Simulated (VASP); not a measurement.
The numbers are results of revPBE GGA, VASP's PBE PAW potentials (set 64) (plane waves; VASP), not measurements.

Input for VASP

### POSCAR
```
CsBr
1
    4.2900000000     0.0000000000     0.0000000000
    0.0000000000     4.2900000000     0.0000000000
    0.0000000000     0.0000000000     4.2900000000
Cs Br
1 1
Direct
  0.0000000000   0.0000000000   0.0000000000
  0.5000000000   0.5000000000   0.5000000000
```

### KPOINTS
```
Automatic mesh
0
G
6 6 6
```

**INCAR**
```
! general
SYSTEM  = CsBr
PREC    = Accurate
ENCUT   = 520
LREAL   = .FALSE.
LASPH   = .TRUE.

! electronic loop
EDIFF   = 1E-6   ! SCF stop (eV)
NELM    = 100   ! most electronic steps
ALGO    = Normal
LMAXMIX = 4   ! l cut-off of mixed one-centre charges

! smearing
ISMEAR  = 0   ! Gaussian
SIGMA   = 0.05   ! width (eV)

! functional
GGA     = RE

! ions
IBRION  = 2   ! conjugate gradients
NSW     = 60   ! most ionic steps
ISIF    = 3   ! ions, shape and volume
EDIFFG  = -0.01

! output
LWAVE   = .FALSE.
LCHARG  = .FALSE.
```

POTCAR, in this order: Cs_sv Br (PBE.64 set). Program: vasp_std.

Output of the run:

### OSZICAR
```
       N       E                     dE             d eps       ncg     rms          rms(c)
DAV:   1     0.959775082680E+02    0.95978E+02   -0.65307E+03   480   0.111E+03
DAV:   2     0.793427500139E+00   -0.95184E+02   -0.89771E+02   748   0.182E+02
DAV:   3    -0.576617255753E+01   -0.65596E+01   -0.65437E+01   600   0.549E+01
DAV:   4    -0.582481646987E+01   -0.58644E-01   -0.58631E-01   548   0.626E+00
DAV:   5    -0.582528591757E+01   -0.46945E-03   -0.46940E-03   604   0.546E-01    0.191E+00
DAV:   6    -0.559864311615E+01    0.22664E+00   -0.35105E-01   540   0.315E+00    0.123E+00
DAV:   7    -0.556812051824E+01    0.30523E-01   -0.20793E-01   612   0.248E+00    0.644E-01
DAV:   8    -0.557606041099E+01   -0.79399E-02   -0.16244E-02   512   0.960E-01    0.105E-01
DAV:   9    -0.557702664655E+01   -0.96624E-03   -0.25426E-03   584   0.353E-01    0.845E-02
DAV:  10    -0.557723988609E+01   -0.21324E-03   -0.28833E-04   520   0.151E-01    0.141E-02
DAV:  11    -0.557725526027E+01   -0.15374E-04   -0.51687E-05   580   0.515E-02    0.563E-03
DAV:  12    -0.557725739980E+01   -0.21395E-05   -0.11646E-05   516   0.269E-02    0.111E-03
DAV:  13    -0.557725755277E+01   -0.15297E-06   -0.20171E-07   420   0.402E-03
   1 F= -.55772576E+01 E0= -.55772576E+01  d E =-.557726E+01
       N       E                     dE             d eps       ncg     rms          rms(c)
DAV:   1    -0.622333997177E+01   -0.64608E+00   -0.11100E+01   480   0.207E+01    0.345E+00
DAV:   2    -0.575692755022E+01    0.46641E+00   -0.67684E-01   504   0.484E+00    0.142E+00
DAV:   3    -0.564441417043E+01    0.11251E+00   -0.34022E-01   480   0.344E+00    0.562E-01
DAV:   4    -0.564195598426E+01    0.24582E-02   -0.10551E-02   512   0.671E-01    0.180E-01
DAV:   5    -0.564196772817E+01   -0.11744E-04   -0.70741E-04   520   0.193E-01    0.899E-02
DAV:   6    -0.564204427161E+01   -0.76543E-04   -0.13982E-04   516   0.101E-01    0.214E-02
DAV:   7    -0.564204839222E+01   -0.41206E-05   -0.13426E-05   536   0.248E-02    0.660E-03
DAV:   8    -0.564205343008E+01   -0.50379E-05   -0.53644E-06   496   0.200E-02    0.223E-03
DAV:   9    -0.564205329570E+01    0.13438E-06   -0.14422E-07   324   0.307E-03
   2 F= -.56420533E+01 E0= -.56420533E+01  d E =-.647957E-01
       N       E                     dE             d eps       ncg     rms          rms(c)
DAV:   1    -0.611642019333E+01   -0.47437E+00   -0.85956E+00   480   0.181E+01    0.304E+00
DAV:   2    -0.575129904283E+01    0.36512E+00   -0.54230E-01   496   0.426E+00    0.123E+00
DAV:   3    -0.566568005389E+01    0.85619E-01   -0.26000E-01   480   0.297E+00    0.484E-01
DAV:   4    -0.566355965296E+01    0.21204E-02   -0.88837E-03   516   0.607E-01    0.151E-01
DAV:   5    -0.566356820427E+01   -0.85513E-05   -0.54115E-04   508   0.166E-01    0.800E-02
DAV:   6    -0.566363373080E+01   -0.65527E-04   -0.11295E-04   504   0.928E-02    0.178E-02
DAV:   7    -0.566363705408E+01   -0.33233E-05   -0.12319E-05   536   0.222E-02    0.537E-03
DAV:   8    -0.566364138285E+01   -0.43288E-05   -0.37867E-06   484   0.170E-02    0.183E-03
DAV:   9    -0.566364118288E+01    0.19997E-06   -0.11105E-07   264   0.264E-03
   3 F= -.56636412E+01 E0= -.56636412E+01  d E =-.863836E-01
       N       E                     dE             d eps       ncg     rms          rms(c)
DAV:   1    -0.569558173214E+01   -0.31940E-01   -0.58873E-01   480   0.481E+00    0.792E-01
DAV:   2    -0.567061404568E+01    0.24968E-01   -0.37358E-02   488   0.111E+00    0.321E-01
DAV:   3    -0.566487550632E+01    0.57385E-02   -0.17676E-02   484   0.770E-01    0.122E-01
DAV:   4    -0.566471347574E+01    0.16203E-03   -0.64974E-04   520   0.163E-01    0.362E-02
DAV:   5    -0.566471310489E+01    0.37085E-06   -0.46151E-05   504   0.455E-02    0.205E-02
DAV:   6    -0.566471492398E+01   -0.18191E-05   -0.52898E-06   500   0.205E-02    0.455E-03
DAV:   7    -0.566471504741E+01   -0.12343E-06   -0.75617E-07   336   0.510E-03
   4 F= -.56647150E+01 E0= -.56647150E+01  d E =-.874575E-01
```

File OUTCAR:
```
------------------------ aborting loop because EDIFF is reached ----------------------------------------
  FORCE on cell =-STRESS in cart. coord.  units (eV):
  Direction    XX          YY          ZZ          XY          YZ          ZX
  --------------------------------------------------------------------------------------
  Total        0.0111320      0.0111320      0.0111320      0.0000000      0.0000000     -0.0000000
  in kB        0.1910514      0.1910514      0.1910514      0.0000000      0.0000000     -0.0000000
  external PRESSURE =       0.1910514 kB  Pullay stress =       0.0000000 kB
  volume of cell :       93.35
      direct lattice vectors                 reciprocal lattice vectors
     4.536400544  0.000000000  0.000000000     0.220439088  0.000000000 -0.000000000
     0.000000000  4.536400544  0.000000000     0.000000000  0.220439088 -0.000000000
     0.000000000  0.000000000  4.536400544    -0.000000000  0.000000000  0.220439088
 POSITION                                       TOTAL-FORCE (eV/Angst)
 -----------------------------------------------------------------------------------
      0.00000      0.00000      0.00000        -0.000000     -0.000000      0.000000
      2.26820      2.26820      2.26820         0.000000      0.000000      0.000000
 -----------------------------------------------------------------------------------
    total drift:                                0.000000      0.000000     -0.000000
  FREE ENERGIE OF THE ION-ELECTRON SYSTEM (eV)
  ---------------------------------------------------
  free  energy   TOTEN  =        -5.6647150474 eV

  energy  without entropy=       -5.6647150474  energy(sigma->0) =       -5.66471505

 reached required accuracy - stopping structural energy minimisation
```
(Selected blocks of OUTCAR.)

**CONTCAR**
```
CsBr
   1.00000000000000
     4.5364005438599557    0.0000000000000000    0.0000000000000000
     0.0000000000000000    4.5364005438599548    0.0000000000000000
     0.0000000000000000    0.0000000000000000    4.5364005438599548
  Cs              Br
     1     1
Direct
     0.0000000000000000    0.0000000000000000    0.0000000000000000
     0.5000000000000000    0.5000000000000000    0.5000000000000000
```

Energy and stress use the plane-wave basis of the starting cell.

The compound is CsBr in the CsCl type structure. This run relaxes it. Symmetry was kept, so distortions that lower it aren't found.
